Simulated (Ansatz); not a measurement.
# Tungsten, hcp: HSE06 after PBE

How do the levels change when part of the exchange is made exact, and what does it cost? Spin polarisation is left out. The geometry was relaxed under PBE beforehand and is kept. Exact exchange is dear, so the k-mesh is coarse, and PBE is run on the same mesh for comparison.

Program: Ansatz 0.2.0. Level of theory: DFT, plane waves (420 eV) with PBE-made PAW files, scalar-relativistic; functionals as named at each step. These are calculated values, not measurements.

**1. The system as given**

The structure is hexagonal, space group P6_3/mmc (No. 194). The conventional cell has a = 2.777 Å, b = 2.777 Å, c = 4.948 Å, α = 90.00°, β = 90.00°, γ = 120.00°. W (site symmetry -6m2) has 12 W at 2.78 to 2.95 Å as nearest neighbours.

As a file:

```cif
data_structure
_symmetry_space_group_name_H-M 'P6_3/mmc'
_symmetry_Int_Tables_number 194
_cell_length_a 2.7775
_cell_length_b 2.7775
_cell_length_c 4.9482
_cell_angle_alpha 90.000
_cell_angle_beta 90.000
_cell_angle_gamma 120.000
_cell_volume 33.06
loop_
_atom_site_label
_atom_site_type_symbol
_atom_site_symmetry_multiplicity
_atom_site_Wyckoff_symbol
_atom_site_fract_x
_atom_site_fract_y
_atom_site_fract_z
_atom_site_occupancy
W1 W 2 c 0.33333 0.66667 0.25000 1
```

**2. PBE on the coarse mesh**

The run with PBE.

Contents of input.yaml:

```yaml
crystal:
  lattice:
    - [2.7774629413, 0.0, 0.0]
    - [-1.3887314707, 2.4053534653, 0.0]
    - [0.0, 0.0, 4.9482337523]
  atoms:
    - { symbol: W, position: [0.3333333333, 0.6666666667, 0.25] }
    - { symbol: W, position: [0.6666666667, 0.3333333333, 0.75] }
hamiltonian:
  xc: pbe
  pseudopotentials:
    kind: paw
    azcp:
      W: "pseudopotentials/W.paw.azcp"
basis:
  ecutwfc: 420
  fft_grid_basis: typed
kpoints:
  mp_grid: { grid: [7, 7, 4], shift: [0, 0, 0] }
magnetization:
  spin_polarized: false
scf:
  occupations: { method: fermi_dirac, width: 0.1 }
```

Started as:

```bash
$ ansatz run input.yaml --threads 4 --pin off --max-ram 8192MiB --backend cpu --events-out ev --progress --plain --runs-dir out
```

Log:

```text
Warning: RAYON_NUM_THREADS=4 ignored (pool sized by the plan → 4); use --threads N
Engine: ansatz 0.2.0, aarch64-unknown-linux-gnu
Pseudopotentials: kind: paw
Pseudopotential: W, paw, valence charge 14, recommended cutoff 420 eV (normal), <dir>
Functional definition: PBE
  parameter kappa = 0.804
  parameter beta = 0.06672455060314922
  exchange = pbe_x(kappa = kappa, mu = beta*pi^2/3)
  correlation = pbe_c(beta = beta)
Crystal: 2 atoms, lattice volume = 33.058 Å³
Basis set: ecut = 420 eV, 665 PW (Γ)
Bands: 18, of which v1, the nominal top of the filled ones, is band 14 counted from 1 (13 counted from 0)
Symmetry: 24 space group operations
Space group: P63/mmc (ITA 194), of the structure as read, at distance tolerance 3.2e-5 Å
k-points: 24 of 196
Non-local potential: W, projectors of the file, l = 0: 3, l = 1: 2, l = 2: 2, l = 3: 1
PAW form: soft (Blöchl's): semilocal exchange-correlation on the pseudo side does not see the compensation charge
PAW one-centre angular grid: W, 590 points (default); XC on 64 Gauss nodes
Initial density: superposition of atomic densities (neutral atoms: chi_scale 0, normalization atom), corrected by the library's trained network
Initial wavefunctions: pseudopotential atomic-orbital guess
Functional: x = pbe(κ = 0.804, μ = 0.2195149727645171), c = pbe(β = 0.06672455060314922)
SCF iter   1: F=—  HF=-20768.689288 eV  |F-HF|=—  |Δ(HF+E_count)|=         —  Δρ=7.02e-3  dr2=1.25e-2  ethr=1.77e-3  ⟨swp⟩=5.0  Hψ=1828  notcnv=0
preconditioner: auto → Kerker (q_TF=auto, 2.654 Å⁻¹)  [metal: Δε(μ)=0.098 eV  Ē_g=5.232 eV  σ=0.100 eV  W_gap=0.24  n_scr=10 (ndim 8)  ℏωp=22.4 eV  f_vac=0.000  D(μ)=2.10/eV (n_scr^D=22)]
SCF iter   2: F=—  HF=-20768.688141 eV  |F-HF|=—  |Δ(HF+E_count)|=   1.15e-3  Δρ=4.47e-3  dr2=5.53e-3  ethr=4.47e-5  ⟨swp⟩=1.2  Hψ=630  notcnv=0
SCF iter   3: F=—  HF=-20768.686861 eV  |F-HF|=—  |Δ(HF+E_count)|=   1.28e-3  Δρ=5.52e-4  dr2=5.45e-5  ethr=1.98e-5  ⟨swp⟩=2.0  Hψ=586  notcnv=0
SCF iter   4: F=—  HF=-20768.686857 eV  |F-HF|=—  |Δ(HF+E_count)|=   3.44e-6  Δρ=1.13e-4  dr2=3.38e-6  ethr=1.95e-7  ⟨swp⟩=2.2  Hψ=764  notcnv=0
iter 5 did not close the SCF: its close was put off for the readings that it lacked (scf_convergence_deferred on its scf_iter line)
SCF iter   5: F=-20768.686857 eV  HF=-20768.686857 eV  |F-HF|=4.23e-8  |Δ(HF+E_count)|=   4.23e-7  Δρ=2.65e-5  dr2=8.99e-8  ethr=1.21e-8  ⟨swp⟩=2.4  Hψ=588  notcnv=0
SCF iter   6: F=-20768.686857 eV  HF=-20768.686857 eV  |F-HF|=5.42e-10  |Δ(HF+E_count)|=   4.78e-8  Δρ=2.51e-6  dr2=8.41e-10  ethr=3.21e-10  ⟨swp⟩=1.0  Hψ=1107  notcnv=0
SCF 1 converged in 6 iterations: F = -20768.686857 eV  dr2 = 8.41e-10
SCF converged after 6 iterations
Free energy (F): -20768.686857 eV
Harris-Foulkes:  -20768.686857 eV  (|F-HF|=5.42e-10)
Internal energy: -20768.616523 eV  (E = F + TS)
E sigma→0 (E₀):  -20768.651690 eV
Entropy (-TS):   -0.070333 eV (-35.167 meV/atom)
Fermi energy:    21.211622 eV
--- Per-component energies (eV) ---
  E_band       = -188.754033
  E_kinetic    = 898.157563
  E_local      = -1266.082639  (includes V_loc(G=0)·N_el)
  E_nonlocal   = 1.600881
  E_hartree    = 451.802249
  E_xc         = -532.864396
  E_vxc        = -476.266574  (∫ρ·V_xc dr)
  E_paw        = -17124.883051  (= ΣΔE_a)
  E_vpaw       = -249.767323  (= ΣTr[D̂ρ^β])
  E_aug_tail   = -0.000119  (compensation charges beyond the density's cutoff)
  E_ewald      = -3196.347012
  E_smearing   = -0.070333  (= −TS)
  E_closure    = 0.000000  (closes the sum)
  Σ components = -20768.686857   (vs F -20768.686857, Δ=0.00e0)
```

Wall time 0.33 s (4 threads of Arm Neoverse V1, shared host); peak memory 0.27 GiB.

**3. HSE06, coarse mesh**

The run with HSE06.

Changes to input.yaml since step 2:

```diff
@@ -9,3 +9,3 @@
 hamiltonian:
-  xc: pbe
+  xc: hse06
   pseudopotentials:
```

Started as:

```bash
$ ansatz run input.yaml --threads 4 --pin off --max-ram 8192MiB --backend cpu --events-out ev --progress --plain --runs-dir out
```

Log:

```text
Warning: RAYON_NUM_THREADS=4 ignored (pool sized by the plan → 4); use --threads N
Engine: ansatz 0.2.0, aarch64-unknown-linux-gnu
Pseudopotentials: kind: paw
Pseudopotential: W, paw, valence charge 14, recommended cutoff 420 eV (normal), <dir>
Functional definition: HSE06
  parameter a = 0.25
  parameter omega = 0.11/bohr
  exchange = pbe_x - a*pbe_x_sr(omega) + a*exact_x_sr(omega)
  correlation = pbe_c
Crystal: 2 atoms, lattice volume = 33.058 Å³
Basis set: ecut = 420 eV, 665 PW (Γ)
Bands: 18, of which v1, the nominal top of the filled ones, is band 14 counted from 1 (13 counted from 0)
Symmetry: 24 space group operations
Space group: P63/mmc (ITA 194), of the structure as read, at distance tolerance 3.2e-5 Å
k-points: 24 of 196
Non-local potential: W, projectors of the file, l = 0: 3, l = 1: 2, l = 2: 2, l = 3: 1
PAW form: soft (Blöchl's): semilocal exchange-correlation on the pseudo side does not see the compensation charge
PAW frozen core: W, regenerated for the run's functional, and the local potential with it (the file was generated under x = pbe(κ = 0.804, μ = 0.2195149727645171), c = pbe(β = 0.06672455060314922))
PAW one-centre angular grid: W, 590 points (default); XC on 64 Gauss nodes
Initial density: superposition of atomic densities (neutral atoms: chi_scale 0, normalization atom), corrected by the library's trained network
Initial wavefunctions: pseudopotential atomic-orbital guess
Functional: x = pbe(κ = 0.804, μ = 0.2195149727645171), c = pbe(β = 0.06672455060314922), warm-up for x = pbe(κ = 0.804, μ = 0.2195149727645171) + 0.25 (exact − pbe) at short range (hse, ω = 0.20786987370883472 Å⁻¹), c = pbe(β = 0.06672455060314922); HSE06 as pw.x's `hse` composes it (authors' and Libxc's form: `xc: wpbeh`)
SCF iter   1: F=—  HF=-20768.686090 eV  |F-HF|=—  |Δ(HF+E_count)|=         —  Δρ=7.82e-3  dr2=1.18e-2  ethr=1.77e-3  ⟨swp⟩=4.8  Hψ=1601  notcnv=0
preconditioner: auto → Kerker (q_TF=auto, 2.654 Å⁻¹)  [metal: Δε(μ)=0.092 eV  Ē_g=5.276 eV  σ=0.100 eV  W_gap=0.22  n_scr=10 (ndim 8)  ℏωp=22.4 eV  f_vac=0.000  D(μ)=2.09/eV (n_scr^D=22)]
SCF iter   2: F=—  HF=-20768.684779 eV  |F-HF|=—  |Δ(HF+E_count)|=   1.31e-3  Δρ=4.68e-3  dr2=4.62e-3  ethr=4.22e-5  ⟨swp⟩=2.5  Hψ=811  notcnv=0
iter 3 solved again at ethr=6.22e-7 eV; its pass at ethr=1.65e-5 eV (dr2=1.74e-4 eV) is discarded
SCF iter   3: F=—  HF=-20768.683803 eV  |F-HF|=—  |Δ(HF+E_count)|=   9.76e-4  Δρ=7.61e-4  dr2=1.95e-4  ethr=6.22e-7  ⟨swp⟩=3.3  Hψ=1692  notcnv=0
SCF iter   4: F=—  HF=-20768.683748 eV  |F-HF|=—  |Δ(HF+E_count)|=   5.52e-5  Δρ=1.03e-4  dr2=2.01e-6  ethr=6.22e-7  ⟨swp⟩=3.0  Hψ=964  notcnv=0
SCF iter   5: F=—  HF=-20768.683748 eV  |F-HF|=—  |Δ(HF+E_count)|=   1.58e-7  Δρ=2.55e-5  dr2=9.37e-8  ethr=7.18e-9  ⟨swp⟩=3.3  Hψ=1165  notcnv=0
SCF iter   6: F=—  HF=-20768.683748 eV  |F-HF|=—  |Δ(HF+E_count)|=   4.40e-8  Δρ=3.09e-6  dr2=1.22e-9  ethr=3.35e-10  ⟨swp⟩=3.4  Hψ=900  notcnv=0
SCF iter   7: F=-20768.683748 eV  HF=-20768.683748 eV  |F-HF|=1.46e-11  |Δ(HF+E_count)|=   1.16e-9  Δρ=2.90e-7  dr2=1.24e-11  ethr=4.37e-12  ⟨swp⟩=3.9  Hψ=997  notcnv=0
SCF 1 converged in 7 iterations: F = -20768.683748 eV  dr2 = 1.24e-11
Initial density: handed on by an earlier stage of this run
Initial wavefunctions: those handed on with the density
Functional: x = pbe(κ = 0.804, μ = 0.2195149727645171) + 0.25 (exact − pbe) at short range (hse, ω = 0.20786987370883472 Å⁻¹), c = pbe(β = 0.06672455060314922); HSE06 as pw.x's `hse` composes it (authors' and Libxc's form: `xc: wpbeh`)
Exchange kernel: α = 0.2500, screened, ω = 0.2079 Å⁻¹, Wigner–Seitz truncation, v(0) = 1044.2991 eV·Å³, q-mesh 7×7×4, nearest image of the exchange supercell L = 19.44 Å, pair-density grid 15×15×24, without the augmentation charges, whose exchange is taken in its separable form by FFT convolution over the k-point mesh (sized by the pseudopotential files, 18×18×36 at the most), smooth part of the exact exchange by density-matrix convolution
Frozen-core exchange: fock
iter 1 solved again at ethr=8.96e-5 eV; its pass at ethr=1.00e-1 eV (dr2=2.51e-2 eV) is discarded
SCF iter   1: F=—  HF=-20770.216210 eV  |F-HF|=—  |Δ(HF+E_count)|=         —  Δρ=9.59e-3  dr2=3.05e-2  ethr=8.96e-5  ⟨swp⟩=3.5  Hψ=1890  notcnv=0
preconditioner: auto → Kerker (q_TF=auto, 2.654 Å⁻¹)  [metal: Δε(μ)=0.026 eV  Ē_g=6.214 eV  σ=0.100 eV  W_gap=0.07  n_scr=10 (ndim 8)  ℏωp=22.4 eV  f_vac=0.000  D(μ)=1.66/eV (n_scr^D=22)]
SCF iter   2: F=—  HF=-20770.206313 eV  |F-HF|=—  |Δ(HF+E_count)|=   9.90e-3  Δρ=5.44e-3  dr2=1.17e-2  ethr=8.96e-5  ⟨swp⟩=2.0  Hψ=791  notcnv=0
SCF iter   3: F=—  HF=-20770.202305 eV  |F-HF|=—  |Δ(HF+E_count)|=   4.01e-3  Δρ=4.98e-4  dr2=3.65e-3  ethr=3.18e-5  ⟨swp⟩=3.0  Hψ=1153  notcnv=0
SCF iter   4: F=—  HF=-20770.218488 eV  |F-HF|=—  |Δ(HF+E_count)|=   1.62e-2  Δρ=2.36e-3  dr2=1.40e-3  ethr=1.28e-7  ⟨swp⟩=5.0  Hψ=1490  notcnv=0
SCF iter   5: F=—  HF=-20770.218050 eV  |F-HF|=—  |Δ(HF+E_count)|=   4.38e-4  Δρ=3.07e-4  dr2=3.77e-4  ethr=1.28e-7  ⟨swp⟩=4.1  Hψ=1291  notcnv=0
SCF iter   6: F=—  HF=-20770.219508 eV  |F-HF|=—  |Δ(HF+E_count)|=   1.46e-3  Δρ=7.52e-4  dr2=1.44e-4  ethr=6.74e-8  ⟨swp⟩=4.4  Hψ=1313  notcnv=0
SCF iter   7: F=-20770.219630 eV  HF=-20770.219639 eV  |F-HF|=8.67e-6  |Δ(HF+E_count)|=   1.30e-4  Δρ=2.76e-4  dr2=1.92e-5  ethr=6.74e-8  ⟨swp⟩=3.8  Hψ=1164  notcnv=0
SCF 2 stopped early in 7 iterations: F = -20770.219630 eV  dr2 = 1.92e-5
hybrid outer 1: dexx = +2.391e-2 eV, tail = 6.35e-5 eV
Exchange kernel: α = 0.2500, screened, ω = 0.2079 Å⁻¹, Wigner–Seitz truncation, v(0) = 1044.2991 eV·Å³, q-mesh 7×7×4, nearest image of the exchange supercell L = 19.44 Å, pair-density grid 15×15×24, without the augmentation charges, whose exchange is taken in its separable form by FFT convolution over the k-point mesh (sized by the pseudopotential files, 18×18×36 at the most), smooth part of the exact exchange by density-matrix convolution
Frozen-core exchange: fock
SCF iter   1: F=—  HF=-20770.219604 eV  |F-HF|=—  |Δ(HF+E_count)|=         —  Δρ=9.94e-5  dr2=1.57e-6  ethr=1.13e-6  ⟨swp⟩=3.5  Hψ=964  notcnv=0
preconditioner: auto → Kerker (q_TF=auto, 2.654 Å⁻¹)  [metal: Δε(μ)=0.103 eV  Ē_g=6.197 eV  σ=0.100 eV  W_gap=0.25  n_scr=10 (ndim 8)  ℏωp=22.4 eV  f_vac=0.000  D(μ)=1.50/eV (n_scr^D=10)]
SCF iter   2: F=—  HF=-20770.219606 eV  |F-HF|=—  |Δ(HF+E_count)|=   1.72e-6  Δρ=7.14e-5  dr2=8.15e-7  ethr=4.85e-9  ⟨swp⟩=4.0  Hψ=1194  notcnv=0
iter 3 solved again at ethr=9.05e-11 eV; its pass at ethr=2.80e-9 eV (dr2=2.53e-8 eV) is discarded
SCF iter   3: F=-20770.219606 eV  HF=-20770.219606 eV  |F-HF|=1.53e-8  |Δ(HF+E_count)|=   1.25e-7  Δρ=1.19e-5  dr2=4.02e-8  ethr=9.05e-11  ⟨swp⟩=3.2  Hψ=1880  notcnv=0
SCF 3 converged in 3 iterations: F = -20770.219606 eV  dr2 = 4.02e-8
hybrid outer 2: dexx = +3.273e-6 eV, tail = 1.02e-7 eV, Δε = 3.98e-3 eV (about 2.21e-4 eV left of the loop's levels)
hybrid SCF converged: 2 outer / 10 inner (+7 warm-up), last move |dexx| = 3.27e-6 eV, tail = 1.02e-7 eV
Stability not checked: this state was not tested for a lower state beside it, because the functional holds exact exchange (a hybrid, or Hartree-Fock), whose exchange loop this test does not read (fock_operator; see scf.lower_state_search)
Free energy (F): -20770.219606 eV
Frozen-core exchange: fock
Harris-Foulkes:  -20770.219606 eV  (|F-HF|=1.53e-8)
Internal energy: -20770.170981 eV  (E = F + TS)
E sigma→0 (E₀):  -20770.195293 eV
Entropy (-TS):   -0.048625 eV (-24.313 meV/atom)
Fermi energy:    21.163959 eV
--- Per-component energies (eV) ---
  E_band       = -245.205896
  E_kinetic    = 895.198538
  E_local      = -1254.402988  (includes V_loc(G=0)·N_el)
  E_nonlocal   = 2.944103
  E_hartree    = 445.446492
  E_xc         = -423.509241
  E_vxc        = -377.438359  (∫ρ·V_xc dr)
  E_exx        = -80.533004  (= α·E_x^exact, valence–valence)
  E_paw        = -17153.122077  (= ΣΔE_a)
  E_vpaw       = -241.328882  (= ΣTr[D̂ρ^β])
  E_aug_tail   = -0.000116  (compensation charges beyond the density's cutoff)
  E_ewald      = -3196.347012
  E_core_change = -5.845677  (= ΣΔE_core)
  E_smearing   = -0.048625  (= −TS)
  E_closure    = -0.000000  (closes the sum)
  Σ components = -20770.219606   (vs F -20770.219606, Δ=-3.64e-12)
--- Band table (eV; the first three rows and the last of 24) ---
  k-point 0: bands = ["-56.6314", "-56.5474", "-20.0619", "-18.9903", "-18.7853", "-18.7853", "-18.6945", "-18.6945", "10.8087", "14.2579", "18.9633", "20.3000", "20.6897", "20.6897", "21.3485", "21.3485", "23.7627"]
  k-point 1: bands = ["-56.6192", "-56.5598", "-19.9130", "-19.1562", "-18.7720", "-18.7720", "-18.7077", "-18.7077", "11.4449", "14.0453", "18.6900", "19.2526", "20.6459", "20.6459", "21.1234", "21.1234", "24.3011"]
  k-point 2: bands = ["-56.5896", "-56.5896", "-19.5431", "-19.5431", "-18.7398", "-18.7398", "-18.7398", "-18.7398", "12.9445", "12.9445", "18.4026", "18.4026", "20.7637", "20.7637", "20.7637", "20.7637", "25.3573"]
  k-point 23: bands = ["-56.4600", "-56.4600", "-19.8739", "-19.8739", "-19.5088", "-19.5088", "-19.1410", "-19.1410", "16.6260", "16.6260", "18.1786", "18.1786", "19.2755", "19.2755", "21.9709", "21.9709", "26.1413"]
  guard bands above this table: 1 of the run's 18 bands, where the rule asks 2: the bands that hold charge and the lowest empty level above them stay in the table. The solve was not asked for them (output.publish_guard_bands: true or output.eigenvalues: true publishes all)
```

Wall time 5.9 s (4 threads of Arm Neoverse V1, shared host); peak memory 0.96 GiB.

**4. The functionals compared**

| functional | gap on the mesh | Fermi energy (eV) | SCF cycles | exchange loops | CPU time |
| --- | --- | --- | --- | --- | --- |
| PBE | none (levels filled in part) | 21.212 | 6 | - | 0.87 s |
| HSE06 | none (levels filled in part) | 21.164 | 17 | 2 | 17 s |

**5. Outcome**

| quantity | value |
| --- | --- |
| PBE: gap | none (levels filled in part) |
| HSE06: gap | none (levels filled in part) |
| HSE06: SCF cycles, exchange loops | 17, 2 |
| HSE06: CPU time over that of PBE | 20 |
| HSE06: relative to bcc | +646 meV/atom |

Neither PBE nor HSE06 shows a clean gap on this mesh. HSE06 cost 20 times the CPU time of PBE. The exchange operator of HSE06 was renewed in 2 outer loops. The dense-mesh value adds +3.8 meV/atom, the change that PBE shows between the coarse mesh and its own dense run (not shown). Under HSE06 it lies 646 meV/atom above bcc (computed apart in the same way); on such meshes a few tens of meV are uncertain for metals. The total energies in the logs cannot be compared from one functional to another.
